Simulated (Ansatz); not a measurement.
## BaSr₃Ti₄O₁₂: 137Ba NMR of the central transition

Cell: a computed structure from the Materials Project (it need not be an observed phase).

Space group P4/mmm (No. 123); a = 3.9684, c = 15.8764 Å.

```
site  Wyckoff  site symmetry       x       y       z
  Ba       1a          4/mmm  0.0000  0.0000  0.0000
 Sr2       2g            4mm  0.0000  0.0000  0.2509
 Sr3       1b          4/mmm  0.0000  0.0000  0.5000
 Ti5       2h            4mm  0.5000  0.5000  0.1282
 Ti6       2h            4mm  0.5000  0.5000  0.3754
  O9       4i           2mm.  0.0000  0.5000  0.1297
 O10       4i           2mm.  0.0000  0.5000  0.3752
 O13       1c          4/mmm  0.5000  0.5000  0.0000
 O14       2h            4mm  0.5000  0.5000  0.2514
 O15       1d          4/mmm  0.5000  0.5000  0.5000
```

One atom of each set is listed.

Level of theory: DFT, r2SCAN, plane waves and PAW (field gradients read without the response of the frozen cores, which leaves them typically 4 to 6 % off), scalar-relativistic, 500 eV cutoff, Γ-centred 6×6×2 k-points, Fermi–Dirac smearing 0.02 eV (Ansatz 0.2.0).

137Ba has I = 3/2 and Q = 236.0 mb (Pyykkö 2018); at 21.1 T its Larmor frequency is ν₀ = 100.5 MHz (from the bare nuclear moment; shielding lowers the observed one by a per cent or two). Only the quadrupole interaction is simulated: positions count from each site's isotropic chemical shift, and shift anisotropy, dipolar and J coupling are left out.

(1) Simulate the second-order pattern (static powder, Gaussian broadening 1 kHz) of site Ba (12 O at 2.81–2.86 Å).

## Answers

(1) The calculation gives C_Q = 6.33 MHz and η = 0.00, so ν_Q = 3.17 MHz and the centre of gravity lies at -99.2 ppm (-9.97 kHz).

| offset (kHz) | height |
| --- | --- |
| -36.63 | 0 |
| -35.12 | 0 |
| -33.62 | 66 |
| -32.11 | 100 |
| -30.60 | 59 |
| -29.10 | 48 |
| -27.59 | 41 |
| -26.09 | 36 |
| -24.58 | 34 |
| -23.08 | 31 |
| -21.57 | 30 |
| -20.07 | 28 |
| -18.56 | 28 |
| -17.05 | 26 |
| -15.55 | 26 |
| -14.04 | 25 |
| -12.54 | 25 |
| -11.03 | 24 |
| -9.53 | 24 |
| -8.02 | 24 |
| -6.52 | 23 |
| -5.01 | 24 |
| -3.50 | 23 |
| -2.00 | 23 |
| -0.49 | 23 |
| 1.01 | 18 |
| 2.52 | 19 |
| 4.02 | 19 |
| 5.53 | 20 |
| 7.03 | 21 |
| 8.54 | 22 |
| 10.05 | 23 |
| 11.55 | 26 |
| 13.06 | 29 |
| 14.56 | 33 |
| 16.07 | 42 |
| 17.57 | 71 |
| 19.08 | 47 |
| 20.58 | 0 |
| 22.09 | 0 |

An axis of threefold or higher order runs through Ba, so V_zz lies along it and η is zero.

At this cell the r2SCAN pressure is -5 GPa, so with r2SCAN the cell would shrink if it were relaxed. The entry's cell may itself be off. Without spin–orbit coupling (the program notes it for Ba) the gradients are little affected as a rule: paired runs on crystals with a gap mostly move them by under 2 % at such atoms.

Hardware: 1 thread of Intel Xeon Platinum 8259CL CPU @ 2.50GHz (Skylake/Cascade Lake) (x86_64; 16 cores open to the job, memory cap 3.0 GiB, no GPU), a shared host with a load of 0.4 a core. Wall time 75 s, CPU time 75 s, peak memory 1.2 GiB.
